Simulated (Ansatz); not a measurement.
Runs of Ansatz 0.2.0 on Mo. It takes space group Im-3m (No. 229, cubic). The conventional cell has a = 3.168 Å, b = 3.168 Å, c = 3.168 Å, α = 90.00°, β = 90.00°, γ = 90.00°. Mo (site symmetry m-3m) is surrounded by 8 Mo at 2.74 Å. 

| level | cutoff (eV) | gap on the mesh (eV) | pressure (GPa) | relaxed volume (Å³/atom) |
| --- | --- | --- | --- | --- |
| RPBE | 420 | none | 0.0 | 15.99 |
| LDA | 420 | none | 0.0 | (b) |
| BLYP | 420 | none | 0.0 | 16.40 |
| r2SCAN | 500 | none | 0.0 | 15.62 |
| PBEsol | 420 | none | 0.0 | (a) |
| revPBE | 420 | none | 0.0 | 15.93 |

Alike in all rows: task relaxation of cell and atoms; potentials or basis Ansatz PAW; no spin polarisation; cell relaxed; k mesh 12 × 12 × 12; smearing fermi-dirac 0.05 eV.

Q: Fill in the values left out.

A: (a) 15.32; (b) 15.06.

Caveats: the plane-wave basis is chosen anew once the cell has moved, so the energies of steps on either side of that aren't comparable; the PAW data sets come from PBE, with cores solved anew for the run's functional, which leaves a small shift of forces and pressure.

A k mesh can miss the band edges, and the runs leave out spin-orbit coupling on Mo.

A gap of «none» marks a metal or a gap under the smearing width.

Runs at the PBE level aren't shown here.
